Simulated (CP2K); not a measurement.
Runs of CP2K 2026.2 on SnO2 (Cassiterite). Symmetry: P4_2/mnm, No. 136, tetragonal system. The conventional cell has a = 4.738 Å, b = 4.738 Å, c = 3.187 Å, α = 90.00°, β = 90.00°, γ = 90.00°. Around Sn (site symmetry mmm) lie 6 O at 2.05 to 2.06 Å. O (site symmetry m2m) is surrounded by 3 Sn at 2.05 to 2.06 Å. 

```tsv
task	level	potentials or basis	cell	smearing	k points reduced by the point group	NGRIDS	EXTRAPOLATION	optimiser	most steps	gap on the mesh (eV)	pressure (GPa)	relaxed volume (Å³/atom)	largest force (eV/Å)
single point	PBE	POTENTIAL_UZH Sn GTH-PBE-q4, O GTH-PBE-q6; TZVP-MOLOPT-PBE-GTH basis	as given	gaussian 0.014 eV	yes	5	-	-	-	1.09	14.2	-	0.30
relaxation of cell and atoms	LDA	GTH_POTENTIALS Sn GTH-PADE-q4, O GTH-PADE-q6; TZVP-MOLOPT-PBE-GTH basis	relaxed	fermi-dirac 0.05 eV	-	5	USE_PREV_P	BFGS	40	1.07	0.0	(b)	-
relaxation of cell and atoms	PBEsol	POTENTIAL_UZH Sn GTH-PBE-q4, O GTH-PBE-q6; TZVP-MOLOPT-PBE-GTH basis	relaxed	fermi-dirac 0.05 eV	-	4	USE_PREV_P	BFGS	40	0.30	0.0	12.69	-
band structure	PBEsol	POTENTIAL_UZH Sn GTH-PBE-q4, O GTH-PBE-q6; TZVP-MOLOPT-PBE-GTH basis	as given	fermi-dirac 0.05 eV	yes	5	-	-	-	1.02	(a)	-	0.29
single point	PBE	POTENTIAL_UZH Sn GTH-PBE-q4, O GTH-PBE-q6; TZVP-MOLOPT-PBE-GTH basis	as given	gaussian 0.012 eV	yes	4	-	-	-	1.09	14.2	-	0.30
```

Alike in all rows: no spin polarisation; k mesh 6 × 6 × 8.

Estimate the missing entries.

(a) 12.8; (b) 11.72.

Caveats: spin-orbit coupling is left out, which moves the levels of the heavy elements; the basis of atomic orbitals isn't converged, which shifts pressures, moduli and gaps; the potentials were made for another functional, which shifts forces and pressure (some runs).

A k mesh can miss the band edges, and the runs leave out spin-orbit coupling on Sn.
